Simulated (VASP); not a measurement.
# ZnS (F-43m) in VASP: further runs

The runs below take ZnS through relaxation of cell and atoms, with PBE.

Everything below comes from runs of VASP 6.6.1. Logs are shortened: lines on timing, memory, paths and dates and some standing lists are left out, and cuts for length are marked.

## Step 1: The structure

The structure is cubic, space group F-43m (No. 216). The conventional cell has a = 5.404 Å, b = 5.404 Å, c = 5.404 Å, α = 90.00°, β = 90.00°, γ = 90.00°. Around Zn (site symmetry -43m) lie 4 S at 2.34 Å. S (site symmetry -43m) has 4 Zn at 2.34 Å as nearest neighbours.

## Step 2: Relaxation of cell and atoms, PBE

INCAR

```
ALGO = Normal ; EDIFF = 1E-7
EDIFFG = -0.002 ; ENCUT = 520
GGA = PE ; IBRION = 2
ISIF = 3 ; ISMEAR = 0
KPAR = 4 ; LASPH = True
LCHARG = False ; LREAL = False
LWAVE = False ; NELM = 60
NSW = 80 ; PREC = Accurate
SIGMA = 0.02
```

KPOINTS

```
k-points
0
Gamma
  10 10 10
```

POSCAR

```
ZnS
1.0
    0.0000000000      2.7020000000      2.7020000000
    2.7020000000      0.0000000000      2.7020000000
    2.7020000000      2.7020000000      0.0000000000
Zn S
1 1
Direct
    0.2500000000      0.2500000000      0.2500000000
    0.0000000000      0.0000000000      0.0000000000
```

Potentials or basis: VASP PAW PBE potentials, release 64 (Zn, S).

Run with:

```
cat potpaw_PBE.64/Zn/POTCAR potpaw_PBE.64/S/POTCAR > POTCAR
mpirun -np 4 vasp_std > vasp.out
```

OUTCAR:

```text
EDIFF = 1E-7
   EDIFFG = -0.002
   ENCUT = 520
   GGA = PE
   IBRION = 2
   ISIF = 3
   ISMEAR = 0
   LASPH = True
   LREAL = False
   NELM = 60
   NSW = 80
   PREC = Accurate

 ion  position               nearest neighbor table
   1  0.250  0.250  0.250-   2 2.34   2 2.34   2 2.34   2 2.34
   2  0.000  0.000  0.000-   1 2.34   1 2.34   1 2.34   1 2.34

  LATTYP: Found a face centered cubic cell.
 ALAT       =     5.4040000000

  Lattice vectors:

 A1 = (   0.0000000000,   2.7020000000,   2.7020000000)
 A2 = (   2.7020000000,   0.0000000000,   2.7020000000)
 A3 = (   2.7020000000,   2.7020000000,   0.0000000000)

Analysis of symmetry for initial positions (statically):
=====================================================================
 Subroutine PRICEL returns:
 Original cell was already a primitive cell.

 Routine SETGRP: Setting up the symmetry group for a
 face centered cubic supercell.

 Subroutine GETGRP returns: Found 24 space group operations
 (whereof 24 operations were pure point group operations)
 out of a pool of 48 trial point group operations.

The static configuration has the point symmetry T_d .

Analysis of symmetry for dynamics (positions and initial velocities):
=====================================================================
 Subroutine PRICEL returns:
 Original cell was already a primitive cell.

 Routine SETGRP: Setting up the symmetry group for a
 face centered cubic supercell.

 Subroutine GETGRP returns: Found 24 space group operations
 (whereof 24 operations were pure point group operations)
 out of a pool of 48 trial point group operations.

The dynamic configuration has the point symmetry T_d .

 Subroutine INISYM returns: Found 24 space group operations
 (whereof 24 operations are pure point group operations),
 and found     1 'primitive' translations

----------------------------------------------------------------------------------------

                                     Primitive cell

  volume of cell :      39.4535

  direct lattice vectors                    reciprocal lattice vectors
     0.000000000  2.702000000  2.702000000    -0.185048113  0.185048113  0.185048113
     2.702000000  0.000000000  2.702000000     0.185048113 -0.185048113  0.185048113
     2.702000000  2.702000000  0.000000000     0.185048113  0.185048113 -0.185048113

  length of vectors
     3.821205046  3.821205046  3.821205046     0.320512733  0.320512733  0.320512733

[... 103 lines left out ...]
  Thomas-Fermi vector in A             =   2.393807
   LORBIT       =      0    0 simple, 1 ext, 2 COOP (PROOUT), +10 PAW based schemes
   GGA     = PE    functional components
   LHFCALC =     F    Hartree Fock is set to
   AEXX    =    0.0000 exact exchange contribution
   IVDW    =     0    specifies the selected vdW correction
   LEPSILON=     F    determine dielectric tensor
   LRPA    =     F    only Hartree local field effects (RPA)
 conjugate gradient relaxation of ions
 non-spin polarized calculation
 Gauss-broadening in eV      SIGMA  =   0.02
  energy-cutoff  :      520.00
  volume of cell :       39.45
 maximum number of plane-waves:      1073
   NGX = 15   NGY = 15   NGZ = 15

--------------------------------------- Ionic step        1  -------------------------------------------

 number of electron      18.0000000 magnetization

 Free energy of the ion-electron system (eV)
  ---------------------------------------------------
  ext. energy  EPLUGINS =         0.00000000
  ---------------------------------------------------
  free energy    TOTEN  =        -6.84732053 eV

  energy without entropy =       -6.84732053  energy(sigma->0) =       -6.84732053

------------------------ aborting loop because EDIFF is reached ----------------------------------------

  FORCE on cell =-STRESS in cart. coord.  units (eV):
  Direction    XX          YY          ZZ          XY          YZ          ZX
  --------------------------------------------------------------------------------------
  -------------------------------------------------------------------------------------
  Total        0.4332250      0.4332250      0.4332250      0.0000000      0.0000000      0.0000000
  in kB       17.5929272     17.5929272     17.5929272      0.0000000      0.0000000      0.0000000
  external PRESSURE =      17.5929272 kB  Pullay stress =       0.0000000 kB
[... 59 lines left out ...]
--------------------------------------- Ionic step        3  -------------------------------------------

 number of electron      17.9999987 magnetization

 Free energy of the ion-electron system (eV)
  ---------------------------------------------------
  ext. energy  EPLUGINS =         0.00000000
  ---------------------------------------------------
  free energy    TOTEN  =        -6.85241775 eV

  energy without entropy =       -6.85241775  energy(sigma->0) =       -6.85241775

 E-fermi :   2.0350     XC(G=0):  -9.5182

 val. band max:        1.8871830799   @ k =   0.0000   0.0000   0.0000
 cond. band min:       3.8979075240   @ k =   0.0000   0.0000   0.0000
 fundamental gap:      2.0107244441
 Fermi energy:         2.0350119663

 k-point     1 :       0.0000    0.0000    0.0000
  band No.  band energies     occupation
      1     -11.0898      2.00000
      2      -4.3595      2.00000
      3      -4.3595      2.00000
      4      -4.3595      2.00000
      5      -3.8892      2.00000
      6      -3.8892      2.00000
      7       1.8872      2.00000
      8       1.8872      2.00000
      9       1.8872      2.00000
     10       3.8979      0.00000
     11       8.2989      0.00000
     12       8.2989      0.00000
     13       8.2989      0.00000
[... 354 lines left out ...]
  band No.  band energies     occupation
      1     -10.1747      2.00000
      2      -4.3592      2.00000
      3      -4.1268      2.00000
      4      -4.1171      2.00000
      5      -3.8624      2.00000
      6      -3.8357      2.00000
      7      -1.7999      2.00000
      8      -0.0194      2.00000
      9       0.1829      2.00000
     10       5.9858      0.00000
     11       6.5530      0.00000
     12      10.6003      0.00000
     13      11.5453      0.00000

 [... further k-points ...]

------------------------ aborting loop because EDIFF is reached ----------------------------------------

  FORCE on cell =-STRESS in cart. coord.  units (eV):
  Direction    XX          YY          ZZ          XY          YZ          ZX
  --------------------------------------------------------------------------------------
  -------------------------------------------------------------------------------------
  Total        0.0005682      0.0005682      0.0005682     -0.0000000     -0.0000000     -0.0000000
  in kB        0.0225315      0.0225315      0.0225315     -0.0000000     -0.0000000     -0.0000000
  external PRESSURE =       0.0225315 kB  Pullay stress =       0.0000000 kB
[... 17 lines left out ...]
  FREE ENERGIE OF THE ION-ELECTRON SYSTEM (eV)
  ---------------------------------------------------
  free  energy   TOTEN  =        -6.8524177464 eV

  energy  without entropy=       -6.8524177464  energy(sigma->0) =       -6.85241775

 reached required accuracy - stopping structural energy minimisation
```

CONTCAR:

```text
ZnS
   1.00000000000000
    -0.0000000000000000    2.7235674205475742    2.7235674205475742
     2.7235674205475742    0.0000000000000000    2.7235674205475742
     2.7235674205475742    2.7235674205475742    0.0000000000000000
  Zn              S
     1     1
Direct
     0.2500000000000000    0.2500000000000000    0.2500000000000000
     0.0000000000000000    0.0000000000000000    0.0000000000000000

  0.00000000E+00  0.00000000E+00  0.00000000E+00
  0.00000000E+00  0.00000000E+00  0.00000000E+00
```

It took 20 s on 4 MPI ranks of AMD EPYC 7R13 (Zen 3), shared host; peak memory 0.14 GiB.

Results:

```
Free energy                            : -6.8524 eV
Relaxed volume                         : 20.20 Å³/atom
Relaxed cell                           : a = 3.852 Å, b = 3.852 Å, c = 3.852 Å, α = 60.00°, β = 60.00°, γ = 60.00°
Space group after relaxing (to 0.05 Å) : F-43m (No. 216)
Energy gained by relaxing              : 2.5 meV/atom
Ionic steps                            : 3
Pressure after relaxing                : 0.0 GPa
Band gap on the k mesh                 : 2.01 eV, direct
```

The path:
| step | energy change (eV) | largest force (eV/Å) | pressure (GPa) | volume (Å³) |
| --- | --- | --- | --- | --- |
| 1 | 0.0000 | 0.0000 | 1.76 | 39.45 |
| 2 | -0.0046 | 0.0000 | -0.49 | 40.70 |
| 3 | -0.0051 | 0.0000 | 0.00 | 40.41 |

Final structure:
```xyz
2
Lattice="0.0000 2.7236 2.7236 2.7236 0.0000 2.7236 2.7236 2.7236 0.0000" Properties=species:S:1:pos:R:3 pbc="T T T"
Zn    1.3618    1.3618    1.3618
S     0.0000    0.0000    0.0000
```

PBE usually gives volumes a little too large and moduli too small. Zero-point motion and thermal expansion aren't in these numbers.

## Step 3: Relaxation of cell and atoms, PBE

This run uses another cell than the first one, of 20.20 Å³/atom, 1.024 times its volume.

INCAR is that of step 2.

KPOINTS is that of step 2.

POSCAR

```
ZnS                                     
1.0
   -0.0000000000      2.7235674205      2.7235674205
    2.7235674205      0.0000000000      2.7235674205
    2.7235674205      2.7235674205      0.0000000000
  Zn              S             
     1     1
Direct
     0.2500000000000000    0.2500000000000000    0.2500000000000000
     0.0000000000000000    0.0000000000000000    0.0000000000000000
```

Potentials or basis: VASP PAW PBE potentials, release 64 (Zn, S).

Run with:

```
cat potpaw_PBE.64/Zn/POTCAR potpaw_PBE.64/S/POTCAR > POTCAR
mpirun -np 4 vasp_std > vasp.out
```

OUTCAR:

```text
EDIFF = 1E-7
   EDIFFG = -0.002
   ENCUT = 520
   GGA = PE
   IBRION = 2
   ISIF = 3
   ISMEAR = 0
   LASPH = True
   LREAL = False
   NELM = 60
   NSW = 80
   PREC = Accurate

 ion  position               nearest neighbor table
   1  0.250  0.250  0.250-   2 2.36   2 2.36   2 2.36   2 2.36
   2  0.000  0.000  0.000-   1 2.36   1 2.36   1 2.36   1 2.36

  LATTYP: Found a face centered cubic cell.
 ALAT       =     5.4471348410

  Lattice vectors:

 A1 = (   0.0000000000,   2.7235674205,   2.7235674205)
 A2 = (   2.7235674205,   0.0000000000,   2.7235674205)
 A3 = (   2.7235674205,   2.7235674205,   0.0000000000)

Analysis of symmetry for initial positions (statically):
=====================================================================
 Subroutine PRICEL returns:
 Original cell was already a primitive cell.

 Routine SETGRP: Setting up the symmetry group for a
 face centered cubic supercell.

 Subroutine GETGRP returns: Found 24 space group operations
 (whereof 24 operations were pure point group operations)
 out of a pool of 48 trial point group operations.

The static configuration has the point symmetry T_d .

Analysis of symmetry for dynamics (positions and initial velocities):
=====================================================================
 Subroutine PRICEL returns:
 Original cell was already a primitive cell.

 Routine SETGRP: Setting up the symmetry group for a
 face centered cubic supercell.

 Subroutine GETGRP returns: Found 24 space group operations
 (whereof 24 operations were pure point group operations)
 out of a pool of 48 trial point group operations.

The dynamic configuration has the point symmetry T_d .

 Subroutine INISYM returns: Found 24 space group operations
 (whereof 24 operations are pure point group operations),
 and found     1 'primitive' translations

----------------------------------------------------------------------------------------

                                     Primitive cell

  volume of cell :      40.4059

  direct lattice vectors                    reciprocal lattice vectors
     0.000000000  2.723567420  2.723567420    -0.183582751  0.183582751  0.183582751
[... 127 lines left out ...]

 Free energy of the ion-electron system (eV)
  ---------------------------------------------------
  ext. energy  EPLUGINS =         0.00000000
  ---------------------------------------------------
  free energy    TOTEN  =        -6.85265232 eV

  energy without entropy =       -6.85265232  energy(sigma->0) =       -6.85265232

 E-fermi :   2.0350     XC(G=0):  -9.5182

 val. band max:        1.8871288174   @ k =   0.0000   0.0000   0.0000
 cond. band min:       3.8978659468   @ k =   0.0000   0.0000   0.0000
 fundamental gap:      2.0107371294
 Fermi energy:         2.0349628131

 k-point     1 :       0.0000    0.0000    0.0000
  band No.  band energies     occupation
      1     -11.0898      2.00000
      2      -4.3596      2.00000
      3      -4.3596      2.00000
      4      -4.3596      2.00000
      5      -3.8892      2.00000
      6      -3.8892      2.00000
      7       1.8871      2.00000
      8       1.8871      2.00000
      9       1.8871      2.00000
     10       3.8979      0.00000
     11       8.2989      0.00000
     12       8.2989      0.00000
     13       8.2989      0.00000
[... 354 lines left out ...]
  band No.  band energies     occupation
      1     -10.1747      2.00000
      2      -4.3592      2.00000
      3      -4.1268      2.00000
      4      -4.1171      2.00000
      5      -3.8625      2.00000
      6      -3.8357      2.00000
      7      -1.7999      2.00000
      8      -0.0194      2.00000
      9       0.1828      2.00000
     10       5.9857      0.00000
     11       6.5530      0.00000
     12      10.6002      0.00000
     13      11.5453      0.00000

 [... further k-points ...]

------------------------ aborting loop because EDIFF is reached ----------------------------------------

  FORCE on cell =-STRESS in cart. coord.  units (eV):
  Direction    XX          YY          ZZ          XY          YZ          ZX
  --------------------------------------------------------------------------------------
  -------------------------------------------------------------------------------------
  Total        0.0036185      0.0036185      0.0036185     -0.0000000     -0.0000000      0.0000000
  in kB        0.1434800      0.1434800      0.1434800     -0.0000000     -0.0000000      0.0000000
  external PRESSURE =       0.1434800 kB  Pullay stress =       0.0000000 kB

 VOLUME and BASIS-vectors are now :
 -----------------------------------------------------------------------------
  energy-cutoff  :      520.00
  volume of cell :       40.41
      direct lattice vectors                 reciprocal lattice vectors
     0.000000000  2.723567420  2.723567420    -0.183582751  0.183582751  0.183582751
     2.723567420  0.000000000  2.723567420     0.183582751 -0.183582751  0.183582751
     2.723567420  2.723567420  0.000000000     0.183582751  0.183582751 -0.183582751

 POSITION                                       TOTAL-FORCE (eV/Angst)
 -----------------------------------------------------------------------------------
      1.36178      1.36178      1.36178        -0.000000     -0.000000      0.000000
      0.00000      0.00000      0.00000         0.000000      0.000000     -0.000000
 -----------------------------------------------------------------------------------
    total drift:                                0.000000      0.000000      0.000000

  FREE ENERGIE OF THE ION-ELECTRON SYSTEM (eV)
  ---------------------------------------------------
  free  energy   TOTEN  =        -6.8526523158 eV

  energy  without entropy=       -6.8526523158  energy(sigma->0) =       -6.85265232

 reached required accuracy - stopping structural energy minimisation
```

CONTCAR:

```text
ZnS
   1.00000000000000
     0.0000000000000000    2.7235674204999998    2.7235674204999998
     2.7235674204999998    0.0000000000000000    2.7235674204999998
     2.7235674204999998    2.7235674204999998    0.0000000000000000
  Zn              S
     1     1
Direct
     0.2500000000000000    0.2500000000000000    0.2500000000000000
     0.0000000000000000    0.0000000000000000    0.0000000000000000

  0.00000000E+00  0.00000000E+00  0.00000000E+00
  0.00000000E+00  0.00000000E+00  0.00000000E+00
```

Wall time 13 s (4 MPI ranks of AMD EPYC 7R13 (Zen 3), shared host); peak memory 0.15 GiB.

What came out:

```yaml
Free_energy: -6.8527 eV
Pressure_after_relaxing: 0.0 GPa
Band_gap_on_the_k_mesh: 2.01 eV, direct
```

Final structure:
```yaml
crystal:
  lattice:
    - [0.00000, 2.72357, 2.72357]
    - [2.72357, 0.00000, 2.72357]
    - [2.72357, 2.72357, 0.00000]
  atoms:
    - { symbol: Zn, position: [0.25000, 0.25000, 0.25000] }
    - { symbol: S, position: [0.00000, 0.00000, 0.00000] }
```

Caveat: the relaxation stopped at its first step, so nothing moved. PBE gaps usually lie below the measured ones, often by a third to a half.
